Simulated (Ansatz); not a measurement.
# P: the cost of one run

Computed with Ansatz 0.2.0 (DFT PBEsol, scalar-relativistic, plane waves, PAW, unless a step's input says otherwise).

1 further run of the same task is left out (set aside as unsound or not needed). Runs told in other sessions of the task aren't counted.

### Step 1. The system as given

It takes space group Pmna (No. 53, orthorhombic). The conventional cell has a = 3.284 Å, b = 34.875 Å, c = 4.437 Å, α = 90.00°, β = 90.00°, γ = 90.00°. P (site symmetry m) has 3 P at 2.21 to 2.24 Å in its first shell of neighbours.

As a file:

```
P
1.0
     3.28437    0.00000    0.00000
     0.00000   34.87475    0.00000
     0.00000    0.00000    4.43691
P
4
Direct
  0.00000 0.96969 0.58262
  0.00000 0.03031 0.41738
  0.50000 0.03031 0.08262
  0.50000 0.96969 0.91738
```

It goes back to an entry of the Materials Project, which need not be the stable form.

It is the result of an earlier relaxation at this level (volume 127.05 Å³/atom; gap on the mesh: 0.70 eV).

### Step 2. Zero of the scan

The input, input.yaml:

```yaml
crystal:
  lattice:
    - [3.2843671017, 0.0, 0.0]
    - [0.0, 34.8747470704, 0.0]
    - [0.0, 0.0, 4.4369100789]
  atoms:
    - { symbol: P, position: [0.0, 0.9696876236, 0.5826201292] }
    - { symbol: P, position: [0.0, 0.0303123764, 0.4173798708] }
    - { symbol: P, position: [0.5, 0.0303123764, 0.0826201292] }
    - { symbol: P, position: [0.5, 0.9696876236, 0.9173798708] }
basis:
  ecutwfc: 420
kpoints:
  mp_grid: { grid: [10, 1, 8] }
hamiltonian:
  xc: pbesol
scf:
  occupations: { method: gaussian, width: 0.05 }
output:
  forces: true
  stress: true
  eigenvalues: true
```

Command:

```sh
$ ansatz run input.yaml --threads 1 --pin off --max-ram 2560MiB --backend cpu --events-out ev --progress --plain --runs-dir out
```

**Question.** How long does this run take on 1 thread of Intel Xeon Platinum 8488C (Sapphire Rapids), shared host, and how much memory does it need?

About 9.4 s, with a peak of 0.66 GiB.
